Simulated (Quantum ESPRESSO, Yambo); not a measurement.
# CdTe (F-43m): G0W0 with Yambo, start to end, part 3 of 3

How does a plane-wave GW calculation on CdTe (F-43m) run from the first input to the gap?

Quantum ESPRESSO 7.5 and Yambo 5.3.0; PBE and many-body steps on it, plane waves. Known limits of the many-body steps: not at the basis limit; no spin-orbit coupling; coarse k mesh.

So far. Step 3 (Bands along the symmetry lines): The gap is 0.870 eV, as in the run before at this level. Step 4 (Empty states on the mesh, 4×4×4 mesh, 119 bands): On this mesh the gap is 0.870 eV.

The database entry behind the starting cell differs from later determinations by our own check (an axis about 1.1 % short against later determinations), so it need not match the best structure at ambient conditions.

### Step 6. Screening and self-energy, 4×4×4 mesh, 119 bands, screening to 149.7 eV

Now the one-shot GW correction: screening in the RPA, then the self-energy of the levels asked for.

This step: G0W0 on PBE, plane waves, norm-conserving pseudopotentials.

Input file gw1.in:

```
HF_and_locXC
gw0
dyson
ppa
em1d
rim_cut
RandQpts= 1000000
RandGvec= 1 RL
EXXRLvcs= 94 Ry
VXCRLvcs= 376 Ry
Chimod= "HARTREE"
% BndsRnXp
 1 | 119 |
%
NGsBlkXp= 11 Ry
% LongDrXp
 1 | 1 | 1 |
%
% GbndRnge
 1 | 119 |
%
DysSolver= "n"
ExtendOut
PPAPntXp= 27.21138 eV
% QPkrange
 1 | 8 | 14 | 26 |
%
```

Command:

```sh
$ OMP_NUM_THREADS=1 mpirun -n 4 yambo -F gw1.in -J gw1 -C gw1 > gw1.log
```

The program printed:

```text
 Yambo, version 5.3.0

 [02] CORE Variables Setup
 =========================

  [... cell, symmetries and grids as in the set-up ...]

  [02.05] Energies & Occupations
  ==============================

  [X] === General ===
  [X] Electronic Temperature                        :  0.000000  0.000000 [eV K]
  [X] Bosonic    Temperature                        :  0.000000  0.000000 [eV K]
  [X] Finite Temperature mode                       : no
  [X] El. density                                   :  0.66825E+24 [cm-3]
  [X] Fermi Level                                   :  8.767355 [eV]

  [X] === Gaps and Widths ===
  [X] Conduction Band Min                           :  0.870059 [eV]
  [X] Valence Band Max                              :  0.000000 [eV]
  [X] Filled Bands                                  :  22
  [X] Empty Bands                                   :   23  119
  [X] Direct Gap                                    :  0.870059 [eV]
  [X] Direct Gap localized at k                     :  1
  [X] Indirect Gap                                  :  0.870059 [eV]
  [X] Indirect Gap between kpts                     :  1  1
  [X] Last valence band width                       :  2.333765 [eV]
  [X] 1st conduction band width                     :  3.502416 [eV]

 [03] Transferred momenta grid and indexing
 ==========================================

 IBZ Q-points                                      :   8
 BZ  Q-points                                      :   64

 K/Q-points units:
 rlu = crystal or reduced units; cc = cartesian coordinates; iku = interal k-units

 Q [1]          [rlu]:  0.000000  0.000000  0.000000
 Q [2]          [rlu]: -0.91950E-18 -0.91950E-18  0.25000
 Q [3]          [rlu]:  0.18390E-17  0.18390E-17 -0.50000
 Q [4]          [rlu]:  0.93911E-17  0.25000      0.25000
 Q [5]          [rlu]:  0.54592E-16  0.25000      0.50000
 Q [6]          [rlu]:  0.18390E-17  0.25000     -0.25000
 Q [7]          [rlu]: -0.18782E-16 -0.50000     -0.50000
 Q [8]          [rlu]:  0.250000 -0.500000 -0.250000

 [04] Coloumb potential Random Integration (RIM)
 ===============================================

  [04.01] RIM initialization
  ==========================

  * Diagonal components only detected *

  8 x (sBL volume)        :  0.069781 [a.u.]
  sBZ random points       :  1000000
  Points outside the sBZ  :   7999624
  RL volume               :  0.558250 [a.u.]
  Integrated volume       :  0.558276 [a.u.]

  [04.02] RIM integrals
  =====================

  Gamma point sphere radius             :  0.074679 [a.u.]
  Points outside the sphere             :   799635
  [Int_sBZ(q=0) 1/q^2]*(Vol_sBZ)^(-1/3) =:  7.763403
                                 should be <:  7.795600

  Summary of Coulomb integrals for non-metallic bands |Q|[au] RIM/Bare

  Q [1] 0.100000E-4 0.995870 * Q [2] 0.224607 1.063761
  Q [4] 0.259354 1.062979 * Q [6] 0.366782 1.026387
  Q [5] 0.430090 1.018651 * Q [3] 0.449214 1.016906
  Q [7] 0.518708 1.013309 * Q [8] 0.579933 1.010246

 [05] Dipoles
 ============

  [05.01] Setup: observables and procedures
  =========================================

 [06] Dynamic Dielectric Matrix (PPA)
 ====================================

 [WR./gw1//ndb.pp]---------------------------------------------------------------
  Brillouin Zone Q/K grids (IBZ/BZ)                :    8   64    8   64
  RL vectors                                       :   8099 [WF]
  Coulomb cutoff potential                         : none
  Electronic Temperature                           :  0.000000 [K]
  Bosonic    Temperature                           :  0.000000 [K]
  PPA    diel. fun.  energies                      : Perdew, Burke & Ernzerhof(X)+Perdew, Burke & Ernzerhof(C)
  wavefunctions                                    : Perdew, Burke & Ernzerhof(X)+Perdew, Burke & Ernzerhof(C)
  Global Gauge                                     : length
  X matrix size                                    :  307
  X band range                                     :    1  119
  X e/h energy range                               : -1.000000 -1.000000 [eV]
  X Time ordering                                  : R
  X Hxc Kernel                                     : HARTREE
  X Drude frequency                                :  0.000000  0.000000
  X poles                                          :  100.0000 [o/o]
  RL vectors in the sum                            :   8099
  [r,Vnl] included                                 : yes
  Field direction                                  :  0.577350E-5  0.577350E-5  0.577350E-5
  BZ energy Double Grid                            : no
  BZ energy DbGd points                            : 0
  BZ Q point size factor                           : -1.000000
  X Optical Averaged directions                    : none

 [07] Local Exchange-Correlation + Non-Local Fock
 ================================================

 [VXC] Plane waves :   54769
 [EXS] Plane waves :   6879

 QP @ state[ 1 ] K range:   1   8
 QP @ state[ 1 ] b range:  14  26

 [xc] Functional : Perdew, Burke & Ernzerhof(X)+Perdew, Burke & Ernzerhof(C)
 [xc] LIBXC used to calculate xc functional
  PP Number of Atomic Species                      :  2
  NLCC RL compoments                               :   54769
  PP Number of Atomic Species                      :  2
  NLCC RL compoments                               :   54769

 [xc] E_xc :  -35.76984 [Ha]
      E_xc :  -71.53968 [Ry]

  Local XC kind (lXC) : Perdew, Burke & Ernzerhof(X)+Perdew, Burke & Ernzerhof(C)
  Non-Local XC kind (nlXC) : Hartree-Fock

  Corrections @ K [1] :  [eV]
 <14|nlXC|14> = -20.06252 -0.11142E-16 <14|lXC|14> = -13.62755  0.37763E-15
 <15|nlXC|15> = -32.96338  0.57275E-17 <15|lXC|15> = -25.19485 -0.18700E-20
 <16|nlXC|16> = -32.96340 -0.53579E-17 <16|lXC|16> = -25.19485 -0.18879E-15
 <17|nlXC|17> = -32.96346 -0.12308E-16 <17|lXC|17> = -25.19485  0.47207E-16
 <18|nlXC|18> = -33.79168 -0.27547E-16 <18|lXC|18> = -26.01846  0.47204E-16
 <19|nlXC|19> = -33.79168  0.14622E-16 <19|lXC|19> = -26.01846 -0.15578E-32
 <20|nlXC|20> = -16.53369 -0.11526E-16 <20|lXC|20> = -14.60577 -0.18882E-15
 <21|nlXC|21> = -16.53374  0.27018E-17 <21|lXC|21> = -14.60577  0.59261E-20
 <22|nlXC|22> = -16.53375 -0.51159E-17 <22|lXC|22> = -14.60577  0.94409E-16
 <23|nlXC|23> = -8.184635  0.30103E-17 <23|lXC|23> = -12.06425 -0.94421E-16
[...]
Corrections @ K [2] :  [eV]
[...]
Corrections @ K [3] :  [eV]
[...]
Corrections @ K [4] :  [eV]
[...]
Corrections @ K [5] :  [eV]
[...]
[... 2 further k-points ...]
  Corrections @ K [8] :  [eV]
[...]
<22|nlXC|22> = -13.97767  0.75517E-17 <22|lXC|22> = -11.38190 -0.23602E-16
 <23|nlXC|23> = -8.284880 -0.15044E-17 <23|lXC|23> = -13.00196 -0.21391E-16
 <24|nlXC|24> = -6.120369 -0.21083E-17 <24|lXC|24> = -9.909732  0.23587E-16
 <25|nlXC|25> = -5.434256  0.47930E-18 <25|lXC|25> = -10.04327 -0.70812E-16
 <26|nlXC|26> = -5.036437  0.16901E-18 <26|lXC|26> = -9.208989 -0.11797E-16

  [07.01] Hartree-Fock occupations report
  =======================================

  [Hartree-Fock] === General ===
  [Hartree-Fock] Electronic Temperature             :  0.000000  0.000000 [eV K]
  [Hartree-Fock] Bosonic    Temperature             :  0.000000  0.000000 [eV K]
  [Hartree-Fock] Finite Temperature mode            : no
  [Hartree-Fock] El. density                        :  0.66825E+24 [cm-3]
  [Hartree-Fock] Fermi Level                        :  8.767355 [eV]

  [Hartree-Fock] === Gaps and Widths ===
  [Hartree-Fock] Conduction Band Min                :  4.749676 [eV]
  [Hartree-Fock] Valence Band Max                   : -1.927985 [eV]
  [Hartree-Fock] Filled Bands                       :  22
  [Hartree-Fock] Empty Bands                        :   23  119
  [Hartree-Fock] Direct Gap                         :  6.677661 [eV]
  [Hartree-Fock] Direct Gap localized at k          :  1
  [Hartree-Fock] Indirect Gap                       :  6.677661 [eV]
  [Hartree-Fock] Indirect Gap between kpts          :  1  1
  [Hartree-Fock] Last valence band width            :  3.001548 [eV]
  [Hartree-Fock] 1st conduction band width          :  4.339878 [eV]

 [08] Dyson equation: Newton solver
 ==================================

  [08.01] G0W0 (W PPA)
  ====================

  [  GW  ] Bands range     :    1  119
  [GW/PPA] G damping       :  0.100000 [eV]

  QP @ state[ 1 ] K range:   1   8
  QP @ state[ 1 ] b range:  14  26

   Sc/G bands                                       :    1  119
   Sc/G damping                                     :  0.100000 ev
   Sc bands terminator                              : no
   Sx RL components                                 :   6879

   QP @ state[ 1 ] K range                          :   1   8
   QP @ state[ 1 ] b range                          :  14  26
   GF energies kind                                 : Perdew, Burke & Ernzerhof(X)+Perdew, Burke & Ernzerhof(C)
   GF WF`s kind                                     : Perdew, Burke & Ernzerhof(X)+Perdew, Burke & Ernzerhof(C)
   Xs energies kind                                 : Perdew, Burke & Ernzerhof(X)+Perdew, Burke & Ernzerhof(C)
   Xs WF`s kind                                     : Perdew, Burke & Ernzerhof(X)+Perdew, Burke & Ernzerhof(C)

 [11] Game Over & Game summary
```

Elapsed: 19 min, on 4 MPI ranks of Arm Neoverse V1, shared host; peak memory 2.7 GiB.

Numbers from this step:

* G0W0 gap on the mesh: 1.652 eV
* starting gap on the mesh: 0.8701 eV
* k of the valence top: 0, 0, 0
* k of the conduction bottom: 0, 0, 0
* least direct G0W0 gap on the computed points: 1.652 eV
* Z at the valence top: 0.8022
* Z at the conduction bottom: 0.8137

The gap on the mesh goes from 0.87 eV to 1.65 eV, a correction of +0.78 eV.

Limits: finite bands, cutoff and mesh; no spin-orbit coupling; coarse k mesh. v1 is the top filled band, c1 the lowest empty one. The levels before and after the correction (eV, zero at the valence-band top of each column):

|  | conduction bottom | valence top |
| --- | --- | --- |
| Kohn-Sham | 0.87 | 0.00 |
| G0W0 | 1.65 | 0.00 |

|  | level | energy (eV) |
| --- | --- | --- |
| Kohn-Sham | Γ v4 | -8.113 |
| Kohn-Sham | Γ v3-v1 | 0.000 |
| Kohn-Sham | Γ c1 | 0.870 |
| Kohn-Sham | Γ c2-c4 | 4.597 |
| G0W0 | Γ v4 | -8.719 |
| G0W0 | Γ v3-v1 | 0.000 |
| G0W0 | Γ c1 | 1.652 |
| G0W0 | Γ c2-c4 | 5.270 |

### Step 7. Where the time went

Times are wall times on the hardware named with each run, good to a factor of about two.

| step | time | share | memory (GiB) |
| --- | --- | --- | --- |
| ground state | 18 s | 1 % | 0.39 |
| bands along the symmetry lines | 13 s | 1 % | 0.31 |
| empty states on the mesh | 22 s | 2 % | 0.51 |
| conversion and set-up | 3.5 s | 0 % | 0.26 |
| screening and self-energy | 19 min | 95 % | 2.7 |

### Step 8. Outcome

| Property | Result |
| --- | --- |
| PBE gap | 0.87 eV, direct |
| G0W0 gap on the mesh | 1.65 eV |
| GW settings | 4×4×4 mesh, 119 bands, screening to 149.7 eV, Godby-Needs plasmon pole |
| known limits | not at the basis limit; no spin-orbit coupling; coarse k mesh |

What this shows: G0W0 moves the gap on the mesh from 0.87 eV to 1.65 eV (+0.78 eV), with Z of 0.80 and 0.81 at the edges. The dearest step here is «screening and self-energy». Bands and cutoff are finite, so the gap is not at the basis limit. The miss can reach some tenths of an eV and take either sign; the mesh is an error of its own. The 4×4×4 mesh is coarse for this cell, which bears on the long-range parts of exchange and screening. The many-body steps are scalar-relativistic: spin-orbit coupling is not in them.

[Paths, hosts, dates, memory and timing lines, banners, echoed tables and standing remarks are left out of the program output.]

[Logs are printed without paths, hosts, clocks, repeated set-up lines and the standing remarks that a program may print on its own settings, such as how far it seeks lower states.]

[Runs of the session that timed out or met a known fault of the program may be left out.]

[Hosts, paths, dates, database ids (printed as entryN), source tags and the programs' standing remarks are cut or masked in the printed files.]
